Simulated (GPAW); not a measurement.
Set up this calculation in GPAW 26.7.0, as an ASE script.

| Quantity | Value |
| --- | --- |
| Task | equation of state |
| Functional | r2SCAN |
| Potentials or basis | GPAW PAW data sets (gpaw-data 1.2.1) |
| Cutoff | 800 eV |
| Basis | pw |
| k mesh | 9 × 9 × 9 |
| Occupations | fermi-dirac, width 0.05 eV |
| Spin | no spin polarisation |
| Maxiter | 150 |
| Eos scales | [0.94, 0.96, 0.98, 1.0, 1.02, 1.04, 1.06] |

The system is SnO2.

```
Sn O
1.0
     0.00000    2.57415    2.57415
     2.57415    0.00000    2.57415
     2.57415    2.57415    0.00000
Sn O
1 2
Cartesian
  0.0000 0.0000 0.0000
  3.8612 3.8612 3.8612
  1.2871 1.2871 1.2871
```

Measurements of this composition are mostly on another form, of space group No. 136.

These files were run (other wordings do the same):

run.py

```python
from ase import Atoms
from ase.eos import EquationOfState
from ase.io import Trajectory
from ase.units import GPa
from gpaw import GPAW, PW

atoms = Atoms(['Sn', 'O', 'O'],
              cell=[[0.0, 2.57415, 2.57415],
                    [2.57415, 0.0, 2.57415],
                    [2.57415, 2.57415, 0.0]],
              scaled_positions=[[0.0, 0.0, 0.0],
                                [0.75, 0.75, 0.75],
                                [0.25, 0.25, 0.25]],
              pbc=True)

traj = Trajectory('eos.traj', 'w')
volumes, energies = [], []
for x in [0.94, 0.96, 0.98, 1.0, 1.02, 1.04, 1.06]:
    a = atoms.copy()
    a.set_cell(atoms.cell * x**(1 / 3), scale_atoms=True)
    calc = GPAW(mode=PW(800),
                xc='MGGA_X_R2SCAN+MGGA_C_R2SCAN',
                kpts={'size': (9, 9, 9), 'gamma': True},
                occupations={'name': 'fermi-dirac', 'width': 0.05},
                nbands=24,
                convergence={'density': 1e-05, 'energy': 1e-05},
                maxiter=150,
                txt=f'eos-{x:.2f}.txt')
    a.calc = calc
    energies.append(a.get_potential_energy(force_consistent=True))
    volumes.append(a.get_volume())
    p = -a.get_stress()[:3].mean() / GPa
    calc.write(f'eos-{x:.2f}.gpw')
    traj.write(a)
    print(f'{x:.2f} {volumes[-1]:10.4f} A^3 {energies[-1]:14.6f} eV {p:9.3f} GPa', flush=True)

v0, e0, B = EquationOfState(volumes, energies, eos='birchmurnaghan').fit()
print(f'V0 = {v0:.4f} A^3, E0 = {e0:.6f} eV, B0 = {B / GPa:.2f} GPa')
```

Potentials or basis: GPAW PAW data sets (gpaw-data 1.2.1), pw.

The run is started by

```bash
$ OMP_NUM_THREADS=1 python run.py
```

Results of the run:

```
Equilibrium volume : 10.81 Å³/atom (rough: see the caveat)
Bulk modulus       : 226 GPa (rough)
```

Caveat: the points scatter about the fit; the PAW data sets were made with another functional, which shifts forces and pressure a little.

Run time: 7.6 min on 1 thread of Arm Neoverse V2 (shared host), peak memory 0.84 GiB.
